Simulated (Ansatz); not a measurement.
**Li2O under changes of volume**

One of the cells (8.399 Å³/atom); the others are scaled copies at fixed shape and fractional positions:

```xyz
3
Lattice="0.0000 2.3269 2.3269 2.3269 0.0000 2.3269 2.3269 2.3269 0.0000" Properties=species:S:1:pos:R:3 pbc="T T T"
O     0.0000    0.0000    0.0000
Li    1.1634    1.1634    1.1634
Li    3.4903    3.4903    3.4903
```

The cell comes from a database or a generator and needn't be the stable form of this composition.

- Program: Ansatz 0.2.0
- Functional: PBEsol
- Potentials or basis: Ansatz PAW
- Cutoff: 420 eV (not typed: the program's choice for these potentials)
- k mesh: 10 × 10 × 10
- Occupations: fermi-dirac, width 0.05 eV
- Spin: no spin polarisation

| volume (Å³/atom) | energy over the lowest point (meV/atom) | pressure (GPa) | gap on the mesh (eV) |
| --- | --- | --- | --- |
| 7.895 | 0.30 | 1.2 | 4.90 |
| 8.063 | 0.00 | -0.6 | 4.87 |
| 8.231 | 1.46 | -2.2 | 4.83 |
| 8.399 | 4.56 | -3.6 | 4.79 |
| 8.567 | 9.02 | -4.9 | 4.75 |
| 8.735 | 14.81 | -6.1 | 4.72 |
| 8.903 | ? | ? | ? |

Task: What does the run at 8.903 Å³/atom give?

Result: Energy over the lowest point 21.81 meV/atom; pressure -7.2 GPa; gap on the mesh 4.59 eV.

Worked out: A Birch-Murnaghan fit of order 3 (a polynomial in V^(-2/3)) to the other rows has its minimum at 8.01 Å³/atom with B0 = V·E''(V) = 84 GPa and B' = 4.3. It gives 21.72 meV/atom at 8.903 Å³/atom, against the run's 21.81, and -dE/dV = -7.1 GPa, against -7.2. A straight line through the other rows of the gap, of slope -1.84 eV per unit of ln V, extrapolates to 4.68 eV, against the run's 4.59.

Energies are extrapolated to zero smearing.

Caveats: the PAW data sets come from PBE, with cores solved anew for the run's functional, which leaves a small shift of forces and pressure.

A mesh can miss the band edges.
